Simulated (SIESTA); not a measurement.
The system is ZrC.

```
CELL_PARAMETERS angstrom
0.00000 2.36500 2.36500
2.36500 0.00000 2.36500
2.36500 2.36500 0.00000
ATOMIC_POSITIONS crystal
Zr 0.50000 0.50000 0.50000
C 0.00000 0.00000 0.00000
```

Base run:

- Program: SIESTA 5.4.2
- Functional: RPBE
- Potentials or basis: PseudoDojo 0.4 standard (PBE files)
- Basis: DZP (energy shift 0.003 Ry; two zetas on semicore shells)
- Grid cutoff: 800 Ry
- Energy shift: 0.003 Ry
- k mesh: 10 × 10 × 10
- Occupations: fermi-dirac, width 0.05 eV
- Spin: no spin polarisation

Its results: band gap on the k mesh none (metal or under the smearing width); pressure 1.6 GPa.

Task: After a change of settings the same cell gave: band gap on the k mesh none (metal or under the smearing width); pressure 6.7 GPa. Which change was it?
A. functional from RPBE to BLYP
B. functional from RPBE to PBEsol; potentials or basis from PseudoDojo 0.4 standard (PBE files) to PseudoDojo 0.4 standard (PBEsol files)
C. functional from RPBE to LDA; potentials or basis from PseudoDojo 0.4 standard (PBE files) to PseudoDojo 0.4 standard (LDA files)
D. functional from RPBE to WC; potentials or basis from PseudoDojo 0.4 standard (PBE files) to PseudoDojo 0.4 standard (PBEsol files)

Result: A.

Caveats: the potentials were made for another functional, which shifts forces and pressure; the basis of atomic orbitals isn't converged, which shifts pressures, moduli and gaps.
